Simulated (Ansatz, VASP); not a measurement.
Two plane-wave programs on KI

```
I K
1.0
     0.00000    3.50906    3.50906
     3.50906    0.00000    3.50906
     3.50906    3.50906    0.00000
I K
1 1
Direct
  0.50000 0.50000 0.50000
  0.00000 0.00000 0.00000
```

Alike in both runs: task single point; functional r2SCAN; k mesh 7 × 7 × 7; occupations fermi-dirac, width 0.05 eV; no spin polarisation.

|  | VASP | Ansatz |
| --- | --- | --- |
| version | VASP 6.6.1 | Ansatz 0.2.0 |
| potentials or method | VASP PAW PBE potentials, release 64 (I, K_sv) | Ansatz PAW |
| plane-wave cutoff (eV) | 520 | 500 |
| valence electrons in the cell | 16 | 26 |

|  | VASP | Ansatz | Ansatz less VASP |
| --- | --- | --- | --- |
| gap on the k mesh at the Fermi level (eV) | 4.66 | 4.66 | +0.003 |
| least direct gap on the mesh (eV) | 4.66 | 4.66 | +0.003 |
| pressure (GPa) | 0.4 | 0.4 | 0.00 |

The two sets of potentials don't hold the same shells in valence.

Caveats: spin-orbit coupling is left out, which moves the levels of the heavy elements; the PAW data sets were made with another functional, which shifts forces and pressure a little (VASP); an odd mesh through Γ misses points on the zone boundary, where band edges often lie (VASP); odd divisions of the mesh miss points on the zone boundary, where band edges often lie, so the gap on the mesh can be too wide (Ansatz); the PAW data sets come from PBE, with cores solved anew for the run's functional, which leaves a small shift of forces and pressure (Ansatz). r2SCAN opens gaps a little over a GGA but as a rule still falls short of measured ones.
